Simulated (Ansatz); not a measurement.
# Au (Fm-3m) in Ansatz: equation of state

Aim: energy against volume of Au in PBEsol, for its equilibrium volume and stiffness.

Everything below comes from runs of Ansatz 0.2.0. Logs are shortened: lines on timing, memory, paths and dates and some standing lists are left out, and cuts for length are marked.

**Experimental background.**

From “Exploring toroidal anvil profiles for larger sample volumes above 4 Mbar”, 2024, pmc:11102561, for a bulk crystal of Au: bulk modulus 167 GPa.

How close the calculation comes is told below.

## 1. The structure

It takes space group Fm-3m (No. 225, cubic). The conventional cell has a = 4.070 Å, b = 4.070 Å, c = 4.070 Å, α = 90.00°, β = 90.00°, γ = 90.00°. Au (site symmetry m-3m) has 12 Au at 2.88 Å as nearest neighbours.

## 2. Single point, PBEsol, 15.84 Å³/atom (volume scaled by 0.94)

Contents of input.yaml:

```yaml
crystal:
  lattice:
    - [0.0, 1.9934577312, 1.9934577312]
    - [1.9934577312, 0.0, 1.9934577312]
    - [1.9934577312, 1.9934577312, 0.0]
  atoms:
    - { symbol: Au, position: [0.0, 0.0, 0.0] }
hamiltonian:
  xc: pbesol
  pseudopotentials: { kind: paw }
kpoints:
  mp_grid: { grid: [11, 11, 11] }
scf:
  occupations: { method: fermi_dirac, width: 0.05 }
output:
  forces: true
  stress: true
  eigenvalues: true
```

Potentials or basis: Ansatz PAW.

Started as:

```console
> ansatz run input.yaml --threads 2 --pin off --max-ram 5632MiB --backend cpu --events-out ev --progress --plain --runs-dir out
```

The log of the run:

```text
Warning: RAYON_NUM_THREADS=2 ignored (pool sized by the plan → 2); use --threads N
Engine: ansatz 0.2.0, aarch64-unknown-linux-gnu
Pseudopotentials: kind: paw
Pseudopotential: Au, paw, valence charge 19, recommended cutoff 420 eV (normal), Au.paw.azcp
Functional definition: PBEsol
  exchange = pbesol_x
  correlation = pbesol_c
Crystal: 1 atoms, lattice volume = 15.843 Å³
Basis set: ecut = 420 eV, 331 PW (Γ), exchange–correlation on 40×40×40 points (8 copies of the dense FFT grid, shifted against one another)
Bands: 14, of which v1, the nominal top of the filled ones, is band 10 counted from 1 (9 counted from 0)
Symmetry: 48 space group operations
Space group: Fm-3m (ITA 225), of the structure as read, at distance tolerance 2.5e-5 Å
k-points: 56 of 1331
Non-local potential: Au, projectors of the file, l = 0: 3, l = 1: 2, l = 2: 2, l = 3: 1
PAW form: soft (Blöchl's): semilocal exchange-correlation on the pseudo side does not see the compensation charge
PAW frozen core: Au, regenerated for the run's functional, and the local potential with it (the file was generated under x = pbe(κ = 0.804, μ = 0.2195149727645171), c = pbe(β = 0.06672455060314922))
PAW one-centre angular grid: Au, 590 points (default); XC on 64 Gauss nodes
Initial density: superposition of atomic densities (neutral atoms: chi_scale 0, normalization atom), corrected by the library's trained network
Initial wavefunctions: pseudopotential atomic-orbital guess
Functional: x = pbesol(κ = 0.804, μ = 0.12345679012345678), c = pbesol(β = 0.046)
SCF iter   1: F=—  HF=-13007.058691 eV  |F-HF|=—  |Δ(HF+E_count)|=         —  Δρ=6.46e-3  dr2=5.83e-3  ethr=1.77e-3  ⟨swp⟩=4.8  Hψ=4003  notcnv=0
preconditioner: auto → none  [metal: Δε(μ)=0.105 eV  Ē_g=16.754 eV  σ=0.050 eV  W_gap=0.48  n_scr=8 (ndim 8)  ℏωp=30.9 eV  f_vac=0.000  D(μ)=0.34/eV (n_scr^D=0)  sad-step TF]
SCF iter   2: F=—  HF=-13007.057304 eV  |F-HF|=—  |Δ(HF+E_count)|=   1.39e-3  Δρ=2.86e-3  dr2=1.06e-3  ethr=3.07e-5  ⟨swp⟩=1.2  Hψ=1246  notcnv=0
SCF iter   3: F=—  HF=-13007.057013 eV  |F-HF|=—  |Δ(HF+E_count)|=   2.91e-4  Δρ=3.94e-4  dr2=9.06e-6  ethr=5.58e-6  ⟨swp⟩=2.0  Hψ=1042  notcnv=0
SCF iter   4: F=—  HF=-13007.057018 eV  |F-HF|=—  |Δ(HF+E_count)|=   4.62e-6  Δρ=4.47e-5  dr2=1.58e-7  ethr=4.77e-8  ⟨swp⟩=2.2  Hψ=1109  notcnv=0
iter 5 did not close the SCF: its close was put off for the readings that it lacked (scf_convergence_deferred on its scf_iter line)
SCF iter   5: F=-13007.057018 eV  HF=-13007.057018 eV  |F-HF|=2.55e-10  |Δ(HF+E_count)|=   1.01e-7  Δρ=2.50e-6  dr2=1.87e-10  ethr=8.32e-10  ⟨swp⟩=2.2  Hψ=1243  notcnv=0
SCF iter   6: F=-13007.057018 eV  HF=-13007.057018 eV  |F-HF|=2.18e-11  |Δ(HF+E_count)|=  4.69e-10  Δρ=3.55e-7  dr2=1.42e-11  ethr=1.00e-12  ⟨swp⟩=1.8  Hψ=2460  notcnv=0
SCF 1 converged in 6 iterations: F = -13007.057018 eV  dr2 = 1.42e-11
SCF converged after 6 iterations
Free energy (F): -13007.057018 eV
Harris-Foulkes:  -13007.057018 eV  (|F-HF|=2.18e-11)
Internal energy: -13007.054522 eV  (E = F + TS)
E sigma→0 (E₀):  -13007.055770 eV
Entropy (-TS):   -0.002496 eV (-2.496 meV/atom)
Fermi energy:    22.507487 eV
--- Per-component energies (eV) ---
  E_band       = -176.615347
  E_kinetic    = 606.563500
  E_local      = -1597.148280  (includes V_loc(G=0)·N_el)
  E_nonlocal   = 77.496001
  E_hartree    = 687.947825
  E_xc         = -227.551209
  E_vxc        = -275.906509  (∫ρ·V_xc dr)
  E_paw        = -9565.725957  (= ΣΔE_a)
  E_vpaw       = -363.517298  (= ΣTr[D̂ρ^β])
  E_aug_tail   = 0.001396  (compensation charges beyond the density's cutoff)
  E_ewald      = -2988.947276
  E_core_change = 0.309479  (= ΣΔE_core)
  E_smearing   = -0.002496  (= −TS)
  E_closure    = 0.000000  (closes the sum)
  Σ components = -13007.057018   (vs F -13007.057018, Δ=0.00e0)
--- Forces (eV/Å), atoms counted from 1 ---
  atom   1  Au    -0.00000000     0.00000000     0.00000000
  max |Σ_I F_I| component: 1.36e-31 eV/Å
--- Stress (GPa, compression-positive) ---
       15.285389       0.000000       0.000000
        0.000000      15.285389      -0.000000
       -0.000000       0.000000      15.285389
  P = ⅓ Tr σ = 15.2854 GPa (152.854 kbar)
--- Band table (eV; the first three rows and the last of 56) ---
  k-point 0: bands = ["-83.2078", "-34.4824", "-34.4824", "-34.4824", "11.8180", "17.4531", "17.4531", "17.4531", "19.1958", "19.1958", "36.8380", "41.2442", "41.2442", "41.2442"]
  k-point 1: bands = ["-83.2065", "-34.5060", "-34.4859", "-34.4859", "12.1249", "17.3473", "17.5602", "17.5602", "19.1475", "19.1475", "37.2221", "39.6433", "41.6461", "41.6461"]
  k-point 2: bands = ["-83.2028", "-34.5692", "-34.4953", "-34.4953", "12.9632", "17.1703", "17.7541", "17.7541", "19.1462", "19.1462", "36.6215", "38.1190", "42.6854", "42.6854"]
  k-point 55: bands = ["-83.1849", "-34.6876", "-34.6718", "-34.5902", "15.9691", "16.5735", "17.2205", "19.0420", "20.8215", "27.0648", "28.6953", "29.7750", "33.0658", "44.2138"]
```

Wall time 0.82 s (2 threads of Arm Neoverse N1, shared host); peak memory 0.26 GiB.

What came out:

```yaml
Free_energy: -13007.0570 eV
Pressure: 15.3 GPa
Band_gap_on_the_k_mesh: none (metal or under the smearing width)
```

Caveat: the PAW data sets come from PBE, with cores solved anew for the run's functional, which leaves a small shift of forces and pressure.

## 3. Single point, PBEsol, 16.18 Å³/atom (volume scaled by 0.96)

Contents of input.yaml:

```yaml
crystal:
  lattice:
    - [0.0, 2.0074966285, 2.0074966285]
    - [2.0074966285, 0.0, 2.0074966285]
    - [2.0074966285, 2.0074966285, 0.0]
  atoms:
    - { symbol: Au, position: [0.0, 0.0, 0.0] }
hamiltonian:
  xc: pbesol
  pseudopotentials: { kind: paw }
kpoints:
  mp_grid: { grid: [11, 11, 11] }
scf:
  occupations: { method: fermi_dirac, width: 0.05 }
output:
  forces: true
  stress: true
  eigenvalues: true
  write_density: true
  write_potential: true
  elf: true
  volumetric_format: npy
```

Potentials or basis: Ansatz PAW.

Started as:

```console
> ansatz run input.yaml --threads 2 --pin off --max-ram 5632MiB --backend cpu --events-out ev --progress --plain --runs-dir out
```

Run time: 1.1 s. Hardware: 2 threads of Arm Neoverse N1, shared host; peak memory 0.26 GiB.

Results (log left out):

- Free energy: -13007.0837 eV
- Pressure: 10.1 GPa
- Band gap on the k mesh: none (metal or under the smearing width)

Caveat: the PAW data sets come from PBE, with cores solved anew for the run's functional, which leaves a small shift of forces and pressure.

## 4. Single point, PBEsol, 16.52 Å³/atom (volume scaled by 0.98)

Contents of input.yaml:

```yaml
crystal:
  lattice:
    - [0.0, 2.0213418704, 2.0213418704]
    - [2.0213418704, 0.0, 2.0213418704]
    - [2.0213418704, 2.0213418704, 0.0]
  atoms:
    - { symbol: Au, position: [0.0, 0.0, 0.0] }
hamiltonian:
  xc: pbesol
  pseudopotentials: { kind: paw }
kpoints:
  mp_grid: { grid: [11, 11, 11] }
scf:
  occupations: { method: fermi_dirac, width: 0.05 }
output:
  forces: true
  stress: true
  eigenvalues: true
```

Potentials or basis: Ansatz PAW.

Started as:

```console
> ansatz run input.yaml --threads 2 --pin off --max-ram 5632MiB --backend cpu --events-out ev --progress --plain --runs-dir out
```

The log of the run:

```text
Warning: RAYON_NUM_THREADS=2 ignored (pool sized by the plan → 2); use --threads N
Engine: ansatz 0.2.0, aarch64-unknown-linux-gnu
Pseudopotentials: kind: paw
Pseudopotential: Au, paw, valence charge 19, recommended cutoff 420 eV (normal), Au.paw.azcp
Functional definition: PBEsol
  exchange = pbesol_x
  correlation = pbesol_c
Crystal: 1 atoms, lattice volume = 16.518 Å³
Basis set: ecut = 420 eV, 331 PW (Γ), exchange–correlation on 40×40×40 points (8 copies of the dense FFT grid, shifted against one another)
Bands: 14, of which v1, the nominal top of the filled ones, is band 10 counted from 1 (9 counted from 0)
Symmetry: 48 space group operations
Space group: Fm-3m (ITA 225), of the structure as read, at distance tolerance 2.5e-5 Å
k-points: 56 of 1331
Non-local potential: Au, projectors of the file, l = 0: 3, l = 1: 2, l = 2: 2, l = 3: 1
PAW form: soft (Blöchl's): semilocal exchange-correlation on the pseudo side does not see the compensation charge
PAW frozen core: Au, regenerated for the run's functional, and the local potential with it (the file was generated under x = pbe(κ = 0.804, μ = 0.2195149727645171), c = pbe(β = 0.06672455060314922))
PAW one-centre angular grid: Au, 590 points (default); XC on 64 Gauss nodes
Initial density: superposition of atomic densities (neutral atoms: chi_scale 0, normalization atom), corrected by the library's trained network
Initial wavefunctions: pseudopotential atomic-orbital guess
Functional: x = pbesol(κ = 0.804, μ = 0.12345679012345678), c = pbesol(β = 0.046)
SCF iter   1: F=—  HF=-13007.101723 eV  |F-HF|=—  |Δ(HF+E_count)|=         —  Δρ=6.27e-3  dr2=5.80e-3  ethr=1.77e-3  ⟨swp⟩=4.8  Hψ=4002  notcnv=0
preconditioner: auto → none  [insulator: Δε(μ)=0.175 eV  Ē_g=16.294 eV  σ=0.050 eV  W_gap=0.70  n_scr=8 (ndim 8)  ℏωp=30.3 eV  f_vac=0.000  D(μ)=0.23/eV (n_scr^D=0)  ε∞_Penn≈4.5]
SCF iter   2: F=—  HF=-13007.100244 eV  |F-HF|=—  |Δ(HF+E_count)|=   1.48e-3  Δρ=2.06e-3  dr2=3.38e-4  ethr=3.05e-5  ⟨swp⟩=2.4  Hψ=1696  notcnv=0  defer=12
SCF iter   3: F=—  HF=-13007.100148 eV  |F-HF|=—  |Δ(HF+E_count)|=   9.60e-5  Δρ=8.75e-4  dr2=3.15e-5  ethr=1.78e-6  ⟨swp⟩=2.3  Hψ=1168  notcnv=0  defer=12
SCF iter   4: F=—  HF=-13007.100154 eV  |F-HF|=—  |Δ(HF+E_count)|=   5.44e-6  Δρ=7.58e-5  dr2=1.78e-7  ethr=1.66e-7  ⟨swp⟩=2.6  Hψ=1007  notcnv=0  defer=12
iter 5 did not close the SCF: its close was put off for the readings that it lacked (scf_convergence_deferred on its scf_iter line)
SCF iter   5: F=-13007.100154 eV  HF=-13007.100154 eV  |F-HF|=1.51e-9  |Δ(HF+E_count)|=   2.63e-7  Δρ=6.79e-6  dr2=1.25e-9  ethr=9.39e-10  ⟨swp⟩=2.6  Hψ=1035  notcnv=0  defer=12
SCF iter   6: F=-13007.100154 eV  HF=-13007.100154 eV  |F-HF|=3.64e-12  |Δ(HF+E_count)|=   1.86e-9  Δρ=5.98e-7  dr2=8.94e-12  ethr=6.56e-12  ⟨swp⟩=1.9  Hψ=2480  notcnv=0
SCF 1 converged in 6 iterations: F = -13007.100154 eV  dr2 = 8.94e-12
SCF converged after 6 iterations
Free energy (F): -13007.100154 eV
Harris-Foulkes:  -13007.100154 eV  (|F-HF|=3.64e-12)
Internal energy: -13007.098330 eV  (E = F + TS)
E sigma→0 (E₀):  -13007.099242 eV
Entropy (-TS):   -0.001824 eV (-1.824 meV/atom)
Fermi energy:    21.314560 eV
--- Per-component energies (eV) ---
  E_band       = -196.176608
  E_kinetic    = 605.405500
  E_local      = -1659.472271  (includes V_loc(G=0)·N_el)
  E_nonlocal   = 77.563937
  E_hartree    = 709.511275
  E_xc         = -226.997047
  E_vxc        = -275.164589  (∫ρ·V_xc dr)
  E_paw        = -9565.705512  (= ΣΔE_a)
  E_vpaw       = -363.533197  (= ΣTr[D̂ρ^β])
  E_aug_tail   = 0.001460  (compensation charges beyond the density's cutoff)
  E_ewald      = -2947.715151
  E_core_change = 0.309479  (= ΣΔE_core)
  E_smearing   = -0.001824  (= −TS)
  E_closure    = 0.000000  (closes the sum)
  Σ components = -13007.100154   (vs F -13007.100154, Δ=0.00e0)
--- Forces (eV/Å), atoms counted from 1 ---
  atom   1  Au     0.00000000     0.00000000    -0.00000000
  max |Σ_I F_I| component: 6.16e-32 eV/Å
--- Stress (GPa, compression-positive) ---
        5.637433      -0.000000       0.000000
        0.000000       5.637433      -0.000000
       -0.000000      -0.000000       5.637433
  P = ⅓ Tr σ = 5.6374 GPa (56.374 kbar)
--- Band table (eV; the first three rows and the last of 56) ---
  k-point 0: bands = ["-84.2708", "-35.5597", "-35.5597", "-35.5597", "11.0611", "16.4774", "16.4774", "16.4774", "18.0981", "18.0981", "35.6985", "39.8691", "39.8691", "39.8691"]
  k-point 1: bands = ["-84.2697", "-35.5797", "-35.5627", "-35.5627", "11.3563", "16.3804", "16.5779", "16.5779", "18.0544", "18.0544", "36.0439", "38.2650", "40.2345", "40.2345"]
  k-point 2: bands = ["-84.2667", "-35.6332", "-35.5708", "-35.5708", "12.1655", "16.2191", "16.7597", "16.7597", "18.0558", "18.0558", "35.1636", "36.8991", "41.1509", "41.1509"]
  k-point 55: bands = ["-84.2524", "-35.7339", "-35.7205", "-35.6515", "15.1047", "15.6630", "16.2711", "17.9684", "19.6100", "25.6550", "27.3221", "28.3421", "31.5646", "42.6448"]
```

Wall time 0.86 s (2 threads of Arm Neoverse N1, shared host); peak memory 0.26 GiB.

What came out:

```
Free energy            : -13007.1002 eV
Pressure               : 5.6 GPa
Band gap on the k mesh : none (metal or under the smearing width)
```

Caveat: the PAW data sets come from PBE, with cores solved anew for the run's functional, which leaves a small shift of forces and pressure.

## 5. Single point, PBEsol, 16.85 Å³/atom

input.yaml: that of step 4 with these lines changed.

```diff
@@ -2,5 +2,5 @@
   lattice:
-    - [0.0, 2.0213418704, 2.0213418704]
-    - [2.0213418704, 0.0, 2.0213418704]
-    - [2.0213418704, 2.0213418704, 0.0]
+    - [0.0, 2.035, 2.035]
+    - [2.035, 0.0, 2.035]
+    - [2.035, 2.035, 0.0]
   atoms:
```

Started as:

```console
> ansatz run input.yaml --threads 2 --pin off --max-ram 5632MiB --backend cpu --events-out ev --progress --plain --runs-dir out
```

Wall time 1.9 s (2 threads of Arm Neoverse N1, shared host); peak memory 0.26 GiB.

The run converged. Its results:

```yaml
Free_energy: -13007.1078 eV
Pressure: 1.7 GPa
Band_gap_on_the_k_mesh: none (metal or under the smearing width)
```

Caveat: the PAW data sets come from PBE, with cores solved anew for the run's functional, which leaves a small shift of forces and pressure.

## 6. Single point, PBEsol, 17.19 Å³/atom (volume scaled by 1.02)

input.yaml: that of step 5 with these lines changed.

```diff
@@ -2,5 +2,5 @@
   lattice:
-    - [0.0, 2.035, 2.035]
-    - [2.035, 0.0, 2.035]
-    - [2.035, 2.035, 0.0]
+    - [0.0, 2.048477214, 2.048477214]
+    - [2.048477214, 0.0, 2.048477214]
+    - [2.048477214, 2.048477214, 0.0]
   atoms:
```

Potentials or basis: Ansatz PAW.

Started as:

```console
> ansatz run input.yaml --threads 2 --pin off --max-ram 5632MiB --backend cpu --events-out ev --progress --plain --runs-dir out
```

It took 0.85 s on 2 threads of Arm Neoverse N1, shared host; peak memory 0.26 GiB.

Results (log left out):

```
Free energy            : -13007.1076 eV
Pressure               : -1.8 GPa
Band gap on the k mesh : none (metal or under the smearing width)
```

Caveat: the PAW data sets come from PBE, with cores solved anew for the run's functional, which leaves a small shift of forces and pressure.

## 7. Single point, PBEsol, 17.53 Å³/atom (volume scaled by 1.04)

input.yaml: that of step 6 with these lines changed.

```diff
@@ -2,5 +2,5 @@
   lattice:
-    - [0.0, 2.048477214, 2.048477214]
-    - [2.048477214, 0.0, 2.048477214]
-    - [2.048477214, 2.048477214, 0.0]
+    - [0.0, 2.0617793868, 2.0617793868]
+    - [2.0617793868, 0.0, 2.0617793868]
+    - [2.0617793868, 2.0617793868, 0.0]
   atoms:
```

Started as:

```console
> ansatz run input.yaml --threads 2 --pin off --max-ram 5632MiB --backend cpu --events-out ev --progress --plain --runs-dir out
```

Wall time 0.86 s (2 threads of Arm Neoverse N1, shared host); peak memory 0.26 GiB.

It converged, with:

* Free energy: -13007.1006 eV
* Pressure: -4.8 GPa
* Band gap on the k mesh: none (metal or under the smearing width)

Caveat: the PAW data sets come from PBE, with cores solved anew for the run's functional, which leaves a small shift of forces and pressure.

## 8. Single point, PBEsol, 17.87 Å³/atom (volume scaled by 1.06)

Contents of input.yaml:

```yaml
crystal:
  lattice:
    - [0.0, 2.0749120936, 2.0749120936]
    - [2.0749120936, 0.0, 2.0749120936]
    - [2.0749120936, 2.0749120936, 0.0]
  atoms:
    - { symbol: Au, position: [0.0, 0.0, 0.0] }
hamiltonian:
  xc: pbesol
  pseudopotentials: { kind: paw }
kpoints:
  mp_grid: { grid: [11, 11, 11] }
scf:
  occupations: { method: fermi_dirac, width: 0.05 }
output:
  forces: true
  stress: true
  eigenvalues: true
  write_density: true
  write_potential: true
  elf: true
  volumetric_format: npy
```

Started as:

```console
> ansatz run input.yaml --threads 2 --pin off --max-ram 5632MiB --backend cpu --events-out ev --progress --plain --runs-dir out
```

Wall time 1.3 s (2 threads of Arm Neoverse N1, shared host); peak memory 0.26 GiB.

Results (log left out):

| Quantity | Value |
| --- | --- |
| Free energy | -13007.0876 eV |
| Pressure | -7.5 GPa |
| Band gap on the k mesh | none (metal or under the smearing width) |

Caveat: the PAW data sets come from PBE, with cores solved anew for the run's functional, which leaves a small shift of forces and pressure.

## 9. Equation of state, PBEsol

Potentials or basis: Ansatz PAW.

This step only gathers the single runs of the series.

What came out:

```
Equilibrium volume                      : 17.01 Å³/atom
Bulk modulus                            : 175 GPa
Pressure derivative of the bulk modulus : 5.7
```

Energy against volume, from the lowest point:
```tsv
volume (Å³/atom)	energy (meV/atom)
15.843	50.75
16.181	24.11
16.518	7.61
16.855	0.00
17.192	0.19
17.529	7.20
17.866	20.17
```

## 10. How close it comes

Step 9. Against the measured bulk modulus of Au, 167 GPa (quoted in “Exploring toroidal anvil profiles for larger sample volumes above 4 Mbar”, 2024, pmc:11102561), the calculated 175 GPa is off by +5.0 %. The fit is for a static lattice scaled at fixed shape and fixed fractional positions.
